## What broadening costs in a stretched metal

Before computing an equation of state for a metal, one has to choose how strongly to broaden the electron occupations. A wide broadening calms the calculation on an affordable mesh of k points, but it adds an artificial term to the energy. If that term changes with volume, it also pushes on the lattice and shifts the predicted density and stiffness. The table follows it for BiS, a bismuth sulfide with one sulfur atom per bismuth, in the rocksalt structure, from a slightly compressed cell to strongly stretched ones.

Ansatz 0.2.0 calculations for rocksalt BiS (two-atom cell) with the PBEsol functional, scalar-relativistic and without spin polarization. They use PAW, a plane-wave cutoff of 420 eV, a 12 × 12 × 12 k mesh and Gaussian smearing of width 0.1 eV. The smearing entropy term is −TS, given per atom.

| volume (Å³/atom) | shortest distance (Å) | smearing entropy term (meV/atom) |
| --- | --- | --- |
| 24.341 | 2.898 | -3.160 |
| 26.890 | 2.996 | -3.560 |
| 27.344 | 3.013 | -3.660 |
| 27.363 | 3.013 | -3.660 |
| 28.257 | 3.046 | -3.850 |
| 30.429 | 3.122 | -4.150 |

The smearing entropy term becomes more negative as the volume grows, and its size rises by about 31% from the smallest cell to the largest. The rows at 27.344 and 27.363 Å³ per atom print the same value only because their volumes are so close. Before rounding, the larger of these two cells also has the larger term. The width of the broadening is the same in every row, so the cause of the rise is to be sought in the electrons.

### What the term counts

The term is written $-TS$, like a thermal entropy, but no physical temperature is involved. Gaussian broadening replaces the sharp step between filled and empty states by a smooth one of width $w$, here 0.1 eV. States far below the Fermi level remain full and states far above it remain empty, and neither kind contributes. Only states within roughly $w$ of the Fermi level are partly filled, and only they carry entropy.

A state at energy $E$ contributes $-(w/2\sqrt{\pi})\,e^{-(E-E_F)^2/w^2}$, where $E_F$ is the Fermi level. Let $D$ be the density of states there, that is, the number of states per eV and atom with both spins counted. If $D$ hardly changes across the narrow window, summing over the states gives

$$-TS \approx -\frac{D\,w^2}{2}.$$

One factor $w$ comes from the number of states in the window and the other from the contribution of each. In an insulator whose gap is much wider than $w$, the term vanishes. In a metal at fixed width, it acts as a gauge of $D$.

For the smallest cell, the term of 3.16 meV per atom gives $D = 2 \times 0.00316/0.1^2 \approx 0.63$ states per eV and atom. The same conversion gives about 0.83 for the largest cell. The absolute values depend on the definition of $w$ used in the formula, whereas their ratio does not. The question about an entropy has thus become one about bands: why does stretching this metal crowd more states around its Fermi level?

### Why stretching crowds the states

Consider first the limit of atoms far apart. Electrons cannot hop between them, and each atomic level stays sharp. As the atoms approach, hopping spreads the levels into bands, and the same number of states is shared out over a wider range of energy. Expansion reverses this: the bands narrow and, on average, the density of states within them rises. This is the likely reason for the direction of the trend, but the runs support it only in part. They report a negative gap by band count, a rough measure of how far the bands around the Fermi level overlap in energy, which uniform narrowing would shrink at every step. Its size falls from about 4.6 to 4.1 eV in the first step, in line with the rise of $D$. In the four larger cells it does not fall further but stays near 4.1 to 4.2 eV, while the term grows by another 17%.

How fast $D$ should rise depends on how an electron travels through the crystal. Each bismuth atom has six sulfur neighbours at the shortest distance $d$. A simple rule for hopping between s and p orbitals makes its strength $t$ fall as $d^{-2}$. The rule is rough, and when one compound is stretched the hopping is expected to fall faster, which would raise both exponents below. If the whole band width is proportional to $t$, then $D$ grows as $d^2$, or as $V^{2/3}$ with the volume $V$. This is the limit of strong mixing, in which the bismuth and sulfur levels lie close together compared with $t$.

In the opposite limit, the two levels are separated by an energy $\Delta$ much larger than $t$. An electron on bismuth then reaches the next bismuth atom by a detour over sulfur, which takes two hops. The band width follows $t^2/\Delta$ and, at fixed $\Delta$, falls as $d^{-4}$. The density of states now grows as $d^4$, or $V^{4/3}$, so the same stretch has a much stronger effect.

### Which limit the numbers resemble

Both laws can be tested by taking the smallest cell as the starting point and predicting the others. For the largest cell, the volume ratio is $30.429/24.341 \approx 1.25$. The two-hop law multiplies the term by $1.25^{4/3} \approx 1.35$ and predicts about 4.3 meV per atom in size, some 3% more than the calculated value. The largest cell played no part in setting the starting value.

The one-hop law predicts a rise of only 16%, about half of what the calculation gives. It underestimates the size of the term in each of the five larger cells, by up to 12% of the calculated value. The two-hop law stays within 3% throughout. The analysis printed below compares both laws and also fits a single power of the volume to all six rows; the fitted exponent is about 1.24, much closer to 4/3 than to 2/3.

This agreement does not establish that the electrons really take a weak detour. In that limit, sulfur would hold nearly six 3p electrons and bismuth only about one 6p electron. An orbital analysis of the cell at 26.890 Å³ per atom instead assigns about 4.5 electrons to sulfur 3p and 2.6 to bismuth 6p. Such populations depend on how the electron cloud is divided between atoms, but these are far from the ionic picture and point to strong mixing. They add up all filled states, however, whereas the entropy term samples only those at the Fermi level, which may be less mixed. Between the two limits, the simple hopping picture gives exponents between 2/3 and 4/3, but only if $t$ falls as $d^{-2}$; a single hop falling as about $d^{-3.7}$ would give the fitted exponent by itself. Both laws also assume that all bands narrow uniformly, which the band overlap does not show beyond the first step. The $V^{4/3}$ law therefore matches the numbers, but the match does not tell how the electrons travel.

### Why the rise is uneven

A single power law would give the same percentage rise for every percent of added volume. The calculation does not quite do so. Between 26.890 and 28.257 Å³ per atom, the term grows by roughly 1.5 to 1.7% for each percent of volume. The first step, from the smallest cell, gives about 1.2%, and the last step about 1.0%.

One possible reason is physical. A real density of states has peaks and shoulders, and expansion can move them relative to the Fermi level as well as making them taller. The term samples only a narrow slice of the bands, so it responds to this local shape and not just to the overall width. The middle steps are steeper than either law, just where the band overlap does not shrink, so a change of shape may account for much of the rise beyond the first step.

The other possible reason is numerical. In the smallest cell, the window holds roughly 190 states of the k mesh for each spin, which sounds ample. The cubic symmetry, however, makes up to 48 of them copies of one another, leaving only a handful of independent samples. When one such group drifts into or out of the window, the term can shift noticeably. A denser mesh at the same width would separate the two reasons: unevenness that persists belongs to the bands. Until then, the direction of the trend deserves more trust than its size or the slope of any single step. One full group of 48 is a quarter of the window in the smallest cell, so the mesh error could be comparable to the difference between the two laws.

### What this means for the equation of state

A rise of nearly a third sounds alarming for a quantity that enters the energy. Its effect is small because the term itself is small and partly compensated. Broadening lifts some electrons to higher levels, which costs about half of what the entropy term gains. The net shift of the free energy is therefore half the term, and it changes by only 0.5 meV per atom across the series. The energy extrapolated to zero width changes by 168 meV per atom between the same two end cells.

The effect on pressure is equally modest. Since the free energy is lowered more in larger cells, broadening pushes the crystal outwards, on average with about 0.013 GPa. The calculated pressure is positive in the smallest cell and negative in the next, so the unstrained volume lies between them. Over this interval the pressure changes by about 2.5 GPa for each Å³ per atom, and the push moves the equilibrium volume by only about 0.005 Å³ per atom.

For the energy and the equilibrium volume, the chosen width is therefore acceptable. Because the term grows with the square of $w$, doubling the width would make these shifts about four times as large, as long as $D$ stays smooth over the wider window. This verdict concerns the broadening alone; whether the k mesh is dense enough must be tested by changing the mesh.

The verdict also belongs to the metal that was calculated. The cell holds an odd number of electrons, and both spins were filled equally, so a metallic state was imposed from the start. Magnetic order, or a larger cell in which bismuth atoms pair or become unequal, could remove states from the Fermi level and shrink the term. Spin–orbit coupling, which is strong in the 6p shell of bismuth and was left out, could change $D$ as well. For a neighbouring metal, the first guess is the same: if stretching narrows the bands without opening a gap, the broadening term should grow.

Numerical output:

```
Unrounded size of the term and the density of states it implies:
     row  TS_meV_per_atom  states_per_eV_atom
  24.341            3.163              0.6326
   26.89            3.556              0.7112
  27.344            3.658              0.7316
  27.363            3.662              0.7324
  28.257            3.845               0.769
  30.429            4.154              0.8309
Miss of the two scaling laws and local volume exponent from the row before:
     row  one_hop_miss_percent  two_hop_miss_percent  local_exponent
  24.341                     0                     0             n/a
   26.89                -4.941                 1.585           1.175
  27.344                -6.546                  0.99           1.684
  27.363                -6.613                0.9649           1.691
  28.257                -9.133                0.3687           1.518
  30.429                -11.64                 2.538           1.045
Rise of the term from smallest to largest cell in percent: 31.33
Rise expected from one-hop or free-electron scaling in percent: 16.05
Rise expected from two-hop scaling in percent: 34.67
Growth of the shortest contact in percent: 7.729
fit of lt on 6 rows: constant 1.152 +/- 0.0054, coefficient of lv 1.24 +/- 0.04; rms 0.00526, worst 28.257 -0.00994, leave-one-out rms 0.00763
Mesh points in the smearing window at the smallest cell: 193.8
The same counted in full symmetry stars of 48 points: 4.037
Full symmetry stars in the window at the largest cell: 5.302
Change of half the term over the series in meV per atom: 0.4956
Change of the extrapolated energy from smallest to largest cell in meV per atom: 167.9
Mean pressure due to smearing over the series in GPa: 0.01304
```
